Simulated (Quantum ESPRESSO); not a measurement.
# Ge (Cmmm) in Quantum ESPRESSO: a series of runs, part 2 of 2

Quantum ESPRESSO 7.5. The steps go on from the part before.

## Step 3: Energy-loss spectrum, PBEsol

pw.in reads:

```
&CONTROL
  calculation = 'scf'
  prefix = 'pwscf'
  outdir = './tmp'
  pseudo_dir = './pseudo'
  tprnfor = .true.
  tstress = .true.
  disk_io = 'low'
/
&SYSTEM
  ibrav = 0
  nat = 1
  ntyp = 1
  ecutwfc = 45
  ecutrho = 360
  nbnd = 13
  occupations = 'smearing'
  smearing = 'gaussian'
  degauss = 0.00999582
/
&ELECTRONS
  conv_thr = 2d-10
  electron_maxstep = 120
  mixing_beta = 0.5
/
ATOMIC_SPECIES
Ge    72.6300 ge_pbesol_v1.4.uspp.F.UPF
CELL_PARAMETERS angstrom
   1.3971490000   -2.6005160000    0.0000000000
   1.3971490000    2.6005160000    0.0000000000
   0.0000000000    0.0000000000    2.6982310000
ATOMIC_POSITIONS crystal
Ge     0.5000000000    0.5000000000    0.0000000000
K_POINTS automatic
9 9 8 0 0 0
```

scf2.in reads:

```
&CONTROL
  calculation = 'scf'
  prefix = 'pwscf'
  outdir = './tmp'
  pseudo_dir = './pseudo'
  tprnfor = .true.
  tstress = .true.
  disk_io = 'low'
/
&SYSTEM
  ibrav = 0
  nat = 1
  ntyp = 1
  ecutwfc = 45
  ecutrho = 360
  nbnd = 13
  occupations = 'smearing'
  smearing = 'gaussian'
  degauss = 0.00999582
/
&ELECTRONS
  conv_thr = 1d-11
  electron_maxstep = 120
  mixing_beta = 0.5
  startingpot = 'file'
  startingwfc = 'file'
/
ATOMIC_SPECIES
Ge    72.6300 ge_pbesol_v1.4.uspp.F.UPF
CELL_PARAMETERS angstrom
   1.3971490000   -2.6005160000    0.0000000000
   1.3971490000    2.6005160000    0.0000000000
   0.0000000000    0.0000000000    2.6982310000
ATOMIC_POSITIONS crystal
Ge     0.5000000000    0.5000000000    0.0000000000
K_POINTS automatic
9 9 8 0 0 0
```

eels.in reads:

```
&LR_INPUT
  prefix = 'pwscf'
  outdir = './tmp'
  restart_step = 5000
  restart = .false.
/
&LR_CONTROL
  calculator = 'lanczos'
  approximation = 'RPA_with_CLFE'
  q1 = 0.3322244366
  q2 = 0.3322244366
  q3 = 0
  itermax = 400
/
```

spectrum.in reads:

```
&LR_INPUT
  prefix = 'pwscf'
  outdir = './tmp'
  eels = .true.
  itermax0 = 400
  itermax = 20000
  extrapolation = 'osc'
  epsil = 0.05
  units = 1
  start = 0
  end = 40
  increment = 0.2
/
```

spectrum_short.in reads:

```
&LR_INPUT
  prefix = 'pwscf'
  outdir = './tmp'
  eels = .true.
  itermax0 = 266
  itermax = 20000
  extrapolation = 'osc'
  epsil = 0.05
  units = 1
  start = 0
  end = 40
  increment = 0.2
/
```

Potentials or basis: GBRV 1.5 PBEsol.

On the command line:

```sh
> OMP_NUM_THREADS=1 pw.x -in pw.in > pw.out
> OMP_NUM_THREADS=1 pw.x -in scf2.in > scf2.out
> OMP_NUM_THREADS=1 turbo_eels.x -in eels.in > eels.out
> OMP_NUM_THREADS=1 turbo_spectrum.x -in spectrum.in > spectrum.out
> OMP_NUM_THREADS=1 turbo_spectrum.x -in spectrum_short.in > spectrum_short.out
```

pw.out:

```text
This program is part of the open-source Quantum ESPRESSO suite
     for quantum simulation of materials; please cite
[... 9 lines left out ...]
     --------------------
     sticks:   dense  smooth     PW     G-vecs:    dense   smooth      PW
     Sum         739     363    127                15249     5387    1123

     Using Slab Decomposition

     bravais-lattice index     =            0
     lattice parameter (alat)  =       5.5786  a.u.
     unit-cell volume          =     132.3147 (a.u.)^3
     number of atoms/cell      =            1
     number of atomic types    =            1
     number of electrons       =        14.00
     number of Kohn-Sham states=           13
     kinetic-energy cutoff     =      45.0000  Ry
     charge density cutoff     =     360.0000  Ry
     scf convergence threshold =      2.0E-10
     mixing beta               =       0.5000
     number of iterations used =            8  plain     mixing
     Exchange-correlation= SLA  PW   PSX  PSC
                           (   1   4  10   8   0   0   0)

     celldm(1)=   5.578601  celldm(2)=   0.000000  celldm(3)=   0.000000
     celldm(4)=   0.000000  celldm(5)=   0.000000  celldm(6)=   0.000000

     crystal axes: (cart. coord. in units of alat)
               a(1) = (   0.473278  -0.880913   0.000000 )
               a(2) = (   0.473278   0.880913   0.000000 )
               a(3) = (   0.000000   0.000000   0.914014 )

     reciprocal axes: (cart. coord. in units 2 pi/alat)
               b(1) = (  1.056462 -0.567593  0.000000 )
               b(2) = (  1.056462  0.567593 -0.000000 )
               b(3) = ( -0.000000  0.000000  1.094076 )

     PseudoPot. # 1 for Ge read from file:
     ge_pbesol_v1.4.uspp.F.UPF
     Pseudo is Ultrasoft + core correction, Zval = 14.0
     Generated by new atomic code, or converted to UPF format
     Using radial grid of  873 points,  6 beta functions with:
                l(1) =   0
                l(2) =   0
                l(3) =   1
                l(4) =   1
                l(5) =   2
                l(6) =   2
     Q(r) pseudized with  8 coefficients,  rinner =    1.400   1.400   1.400
                                                       1.400   1.400

     atomic species   valence    mass     pseudopotential
     Ge               14.00    72.63000     Ge( 1.00)

      8 Sym. Ops., with inversion, found

   Cartesian axes

     site n.     atom                  positions (alat units)
         1        Ge     tau(   1) = (   0.4732780   0.0000000   0.0000000  )

     number of k points=   125  Gaussian smearing, width (Ry)=  0.0100

     Number of k-points >= 100: set verbosity='high' to print them.

     Dense  grid:    15249 G-vectors     FFT dimensions: (  36,  36,  32)

     Smooth grid:     5387 G-vectors     FFT dimensions: (  24,  24,  24)

     Initial potential from superposition of free atoms

     starting charge      13.9992, renormalised to      14.0000
     Starting wfcs are    9 randomized atomic wfcs +    4 random wfcs

     Self-consistent Calculation

     iteration #  1     ecut=    45.00 Ry     beta= 0.50
     Davidson diagonalization with overlap
     ethr =  1.00E-02,  avg # of iterations =  4.5

     Threshold (ethr) on eigenvalues was too large:
     Diagonalizing with lowered threshold

     Davidson diagonalization with overlap
     ethr =  2.40E-05,  avg # of iterations =  3.6

     total energy              =    -213.17337617 Ry
     estimated scf accuracy    <       0.00341309 Ry

     iteration #  2     ecut=    45.00 Ry     beta= 0.50
     Davidson diagonalization with overlap
     ethr =  2.44E-05,  avg # of iterations =  1.1

     total energy              =    -213.17361818 Ry
     estimated scf accuracy    <       0.00048110 Ry

     iteration #  3     ecut=    45.00 Ry     beta= 0.50
     Davidson diagonalization with overlap
     ethr =  3.44E-06,  avg # of iterations =  1.1

     total energy              =    -213.17362805 Ry
     estimated scf accuracy    <       0.00004584 Ry

     iteration #  4     ecut=    45.00 Ry     beta= 0.50
     Davidson diagonalization with overlap
     ethr =  3.27E-07,  avg # of iterations =  1.1

     total energy              =    -213.17362914 Ry
     estimated scf accuracy    <       0.00000032 Ry

     iteration #  5     ecut=    45.00 Ry     beta= 0.50
     Davidson diagonalization with overlap
     ethr =  2.30E-09,  avg # of iterations =  3.3

     total energy              =    -213.17362926 Ry
     estimated scf accuracy    <       0.00000003 Ry

     iteration #  6     ecut=    45.00 Ry     beta= 0.50
     Davidson diagonalization with overlap
     ethr =  1.82E-10,  avg # of iterations =  2.0

     total energy              =    -213.17362926 Ry
     estimated scf accuracy    <          2.5E-09 Ry

     iteration #  7     ecut=    45.00 Ry     beta= 0.50
     Davidson diagonalization with overlap
     ethr =  1.79E-11,  avg # of iterations =  2.0

     End of self-consistent calculation

     Number of k-points >= 100: set verbosity='high' to print the bands.

     the Fermi energy is    10.1826 ev

!    total energy              =    -213.17362926 Ry
     estimated scf accuracy    <          4.7E-11 Ry
     smearing contrib. (-TS)   =      -0.00045824 Ry
     internal energy E=F+TS    =    -213.17317103 Ry

     The total energy is F=E-TS. E is the sum of the following terms:
     one-electron contribution =    -118.83355384 Ry
     hartree contribution      =      73.22935253 Ry
     xc contribution           =     -57.59608031 Ry
     ewald contribution        =    -109.97288941 Ry

     convergence has been achieved in   7 iterations

     Forces acting on atoms (cartesian axes, Ry/au):

     atom    1 type  1   force =     0.00000000    0.00000000    0.00000000

     Total force =     0.000000     Total SCF correction =     0.000000

     Computing stress (Cartesian axis) and pressure

          total   stress  (Ry/bohr**3)                   (kbar)     P=      -42.88
  -0.00032919  -0.00000000   0.00000000          -48.43       -0.00        0.00
   0.00000000  -0.00027253   0.00000000            0.00      -40.09        0.00
   0.00000000   0.00000000  -0.00027272            0.00        0.00      -40.12

=------------------------------------------------------------------------------=
   JOB DONE.
=------------------------------------------------------------------------------=
```

scf2.out:

```text
This program is part of the open-source Quantum ESPRESSO suite
     for quantum simulation of materials; please cite
[... 9 lines left out ...]
     --------------------
     sticks:   dense  smooth     PW     G-vecs:    dense   smooth      PW
     Sum         739     363    127                15249     5387    1123
[... 114 lines left out ...]
  -0.00033045  -0.00000000   0.00000000          -48.61       -0.00        0.00
  -0.00000000  -0.00027378   0.00000000           -0.00      -40.27        0.00
   0.00000000   0.00000000  -0.00027399            0.00        0.00      -40.31

=------------------------------------------------------------------------------=
   JOB DONE.
=------------------------------------------------------------------------------=
```

eels.out:

```text
This program is part of the open-source Quantum ESPRESSO suite
     for quantum simulation of materials; please cite
         "P. Giannozzi et al., J. Phys.:Condens. Matter 21 395502 (2009);
         "P. Giannozzi et al., J. Phys.:Condens. Matter 29 465901 (2017);
         "P. Giannozzi et al., J. Chem. Phys. 152 154105 (2020);
     in publications or presentations arising from this work. More details at

[... 319 lines left out ...]
     gamma(00000400)= 23.063057
     z1=       1 -0.773480030782121E-02 -0.238684245799879E-10
     End of Lanczos iterations

     Finished linear response calculation...

     US routines

     EELS routines

=------------------------------------------------------------------------------=
   JOB DONE.
=------------------------------------------------------------------------------=
```

Wall time 11 min (1 thread of Arm Neoverse V2, shared host); peak memory 0.64 GiB.

Results:

- Free energy: -2900.3750 eV
- Pressure: -4.3 GPa
- Band gap on the k mesh: none (metal or under the smearing width)
- Peak of the energy-loss function: 20.8 eV

Stress tensor (GPa, compression positive):
```
-4.86  0.00  0.00
 0.00 -4.03  0.00
 0.00  0.00 -4.03
```

Energy-loss function at q = [0.70711, 0.70711, 0.0] (Å⁻¹, cartesian):
```csv
energy (eV),loss
0.0,0.000
1.8,0.018
3.4,0.061
5.2,0.104
7.0,0.161
8.6,0.196
10.4,0.240
12.2,0.362
13.8,0.482
15.6,0.622
17.4,0.904
19.0,1.512
20.8,2.781
22.4,1.361
24.2,0.629
26.0,0.450
27.6,0.347
29.4,0.272
31.2,0.253
32.8,0.214
34.6,0.156
36.4,0.120
38.0,0.101
39.8,0.090
```
